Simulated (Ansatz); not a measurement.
A plane-wave DFT run in Ansatz 0.2.0 (scalar-relativistic PAW potentials unless the input names others): input and command.

```yaml
crystal:
  lattice:
    - [4.1658873538, 0.0, 0.0]
    - [-2.0829436769, 3.6077642777, 0.0]
    - [0.0, 0.0, 20.4881539007]
  atoms:
    - { symbol: Ga, position: [0.0, 0.0, 0.0093877611] }
    - { symbol: As, position: [0.6666666667, 0.3333333333, 0.2083999542] }
    - { symbol: As, position: [0.3333333333, 0.6666666667, 0.0479934566] }
    - { symbol: Ga, position: [0.3333333333, 0.6666666667, 0.169675225] }
    - { symbol: Ga, position: [0.6666666667, 0.3333333333, 0.33004759] }
    - { symbol: As, position: [0.0, 0.0, 0.3687567383] }
    - { symbol: Ga, position: [0.0, 0.0, 0.4904132066] }
    - { symbol: As, position: [0.6666666667, 0.3333333333, 0.7092870728] }
    - { symbol: As, position: [0.3333333333, 0.6666666667, 0.5291852305] }
    - { symbol: In, position: [0.3333333333, 0.6666666667, 0.659606378] }
    - { symbol: In, position: [0.6666666667, 0.3333333333, 0.8389457333] }
    - { symbol: As, position: [0.0, 0.0, 0.8883016536] }
basis:
  ecutwfc: 420
kpoints:
  mp_grid: { grid: [4, 4, 1] }
hamiltonian:
  xc: pbe
scf:
  occupations: { method: gaussian, width: 0.1 }
output:
  forces: true
  eigenvalues: true
  stress: true
total_charge: -1
```

```bash
ansatz run input.yaml --threads 2 --pin off --max-ram 5120MiB --backend cpu --events-out ev --progress --plain --runs-dir out
```

Abridged log:
```
Basis set: ecut = 420 eV, 5955 PW (Γ), exchange–correlation on 60×60×288 points (8 copies of the dense FFT grid, shifted against one another)
Bands: 102, of which v1, the nominal top of the filled ones, is band 85 counted from 1 (84 counted from 0)
Symmetry: 6 space group operations
k-points: 4 of 16 (time reversal used)
SCF iter   1: F=—  HF=-55460.112360 eV  |F-HF|=—  |Δ(HF+E_count)|=         —  Δρ=2.14e-2  dr2=2.02e0  ethr=1.77e-3  ⟨swp⟩=5.8  Hψ=1585  notcnv=0  defer=4
SCF iter   2: F=—  HF=-55459.809073 eV  |F-HF|=—  |Δ(HF+E_count)|=   3.03e-1  Δρ=1.51e-2  dr2=4.82e-1  ethr=1.19e-3  ⟨swp⟩=3.0  Hψ=771  notcnv=0  defer=38
SCF iter   3: F=—  HF=-55459.553481 eV  |F-HF|=—  |Δ(HF+E_count)|=   2.56e-1  Δρ=3.64e-3  dr2=5.58e-2  ethr=2.85e-4  ⟨swp⟩=2.2  Hψ=743  notcnv=0  defer=26
automatic band count: iteration 3 solves 99 bands in place of 102: the levels show a gap, and the empty bands left out lie too high to hold charge; the band table lists the bands solved (type scf.n_extra_bands for more)
SCF iter   4: F=—  HF=-55459.519799 eV  |F-HF|=—  |Δ(HF+E_count)|=   3.37e-2  Δρ=6.64e-4  dr2=8.63e-3  ethr=3.30e-5  ⟨swp⟩=2.0  Hψ=591  notcnv=0  defer=26
SCF iter   5: F=—  HF=-55459.519542 eV  |F-HF|=—  |Δ(HF+E_count)|=   2.57e-4  Δρ=3.29e-4  dr2=1.28e-3  ethr=5.11e-6  ⟨swp⟩=2.2  Hψ=688  notcnv=0  defer=26
SCF iter   6: F=—  HF=-55459.519389 eV  |F-HF|=—  |Δ(HF+E_count)|=   1.53e-4  Δρ=9.87e-5  dr2=1.07e-4  ethr=7.55e-7  ⟨swp⟩=2.0  Hψ=685  notcnv=0  defer=26
SCF iter   7: F=—  HF=-55459.519431 eV  |F-HF|=—  |Δ(HF+E_count)|=   4.22e-5  Δρ=4.84e-5  dr2=1.71e-5  ethr=6.34e-8  ⟨swp⟩=2.0  Hψ=582  notcnv=0  defer=26
SCF iter   8: F=—  HF=-55459.519365 eV  |F-HF|=—  |Δ(HF+E_count)|=   6.64e-5  Δρ=2.11e-5  dr2=2.41e-6  ethr=1.01e-8  ⟨swp⟩=2.0  Hψ=659  notcnv=0  defer=26
SCF iter   9: F=—  HF=-55459.519365 eV  |F-HF|=—  |Δ(HF+E_count)|=   2.95e-7  Δρ=6.89e-6  dr2=2.31e-7  ethr=1.42e-9  ⟨swp⟩=2.0  Hψ=594  notcnv=0  defer=26
SCF iter  10: F=-55459.519365 eV  HF=-55459.519365 eV  |F-HF|=1.77e-8  |Δ(HF+E_count)|=   6.81e-8  Δρ=2.44e-6  dr2=2.81e-8  ethr=5.92e-11  ⟨swp⟩=10.2  Hψ=1663  notcnv=0
SCF 1 converged in 10 iterations: F = -55459.519365 eV  dr2 = 2.81e-8
SCF converged after 10 iterations
Free energy (F): -55459.519365 eV
Harris-Foulkes:  -55459.519365 eV  (|F-HF|=1.77e-8)
Internal energy: -55459.506408 eV  (E = F + TS)
E sigma→0 (E₀):  -55459.512887 eV
Entropy (-TS):   -0.012957 eV (-1.080 meV/atom)
Fermi energy:    8.723783 eV
--- Forces (eV/Å), atoms counted from 1 ---
  atom   1  Ga     0.00000000     0.00000000     0.34074686
  atom   2  As     0.00000000     0.00000000    -0.20182737
  atom   3  As     0.00000000     0.00000000    -0.25495576
  atom   4  Ga     0.00000000     0.00000000     0.20679467
  atom   5  Ga     0.00000000     0.00000000     0.16403242
  atom   6  As     0.00000000     0.00000000    -0.14517200
  atom   7  Ga     0.00000000     0.00000000     0.15063401
  atom   8  As     0.00000000     0.00000000     0.11640394
  atom   9  As     0.00000000     0.00000000    -0.12252388
  atom  10  In     0.00000000     0.00000000    -0.22441188
  atom  11  In     0.00000000     0.00000000    -0.07361890
  atom  12  As     0.00000000     0.00000000     0.04389235
--- Stress (GPa, compression-positive) ---
        1.713741       0.000000       0.000000
        0.000000       1.713741       0.000000
        0.000000       0.000000      -0.025023
  P = ⅓ Tr σ = 1.1342 GPa (11.342 kbar)
```

Apart from outputs, empty bands and the relaxation, which only the reference makes, the input differs from a reference run on usual settings in total_charge: not typed → -1; kpoints.mp_grid.grid: [12, 12, 2] → [4, 4, 1]. The reference, at the same geometry, ended its own course with pressure 0.00 GPa, largest force 0.001 eV/Å, no gap on the mesh. This run converged in 10 SCF iterations with a total energy on another zero, pressure 1.13 GPa (with the neutralising background of the charged cell), largest force 0.341 eV/Å, no gap on the mesh. Its k mesh is looser than usual. The Hamiltonian differs as well, so the change in the result can't be put down to that alone.

It took 5 s on 2 threads of Intel(R) Xeon(R) Platinum 8488C (Sapphire Rapids), on a shared host, peak memory 0.73 GiB.